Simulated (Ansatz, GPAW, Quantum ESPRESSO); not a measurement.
# HfB2: programs and potentials compared

```
CELL_PARAMETERS angstrom
3.14000 0.00000 0.00000
-1.57000 2.71932 0.00000
0.00000 0.00000 3.48000
ATOMIC_POSITIONS crystal
Hf 0.00000 0.00000 0.00000
B 0.66667 0.33333 0.50000
B 0.33333 0.66667 0.50000
```

Alike in all runs: task band structure; functional PBEsol; k mesh 10 × 10 × 8; occupations fermi-dirac, width 0.05 eV; no spin polarisation; no spin-orbit coupling. Pressure is positive in compression and, in plane waves, holds the error of the finite cutoff, which Ansatz's Pulay term estimates and takes out.

```csv
program and potentials,plane-wave cutoff (eV),notes,pressure (GPa)
"Quantum ESPRESSO, GBRV 1.5 PBEsol",612,6 valence electrons an atom on average,-3.81
"GPAW, PAW data sets generated for this functional",800,6 valence electrons an atom on average,-3.46
"Ansatz, all-electron LAPW, scalar-relativistic",-,-,-4.26
"Ansatz, PAW datasets made for the crystal",400,10.67 valence electrons an atom on average,?
"Quantum ESPRESSO, PseudoDojo 0.4.1 SR PBEsol standard",1034,6 valence electrons an atom on average,-3.65
```

Q: Estimate from the other rows what the run with Ansatz, PAW datasets made for the crystal gave.

A: Pressure -4.27 GPa. The other rows, which needn't bracket it: pressure -4.26 to -3.46.
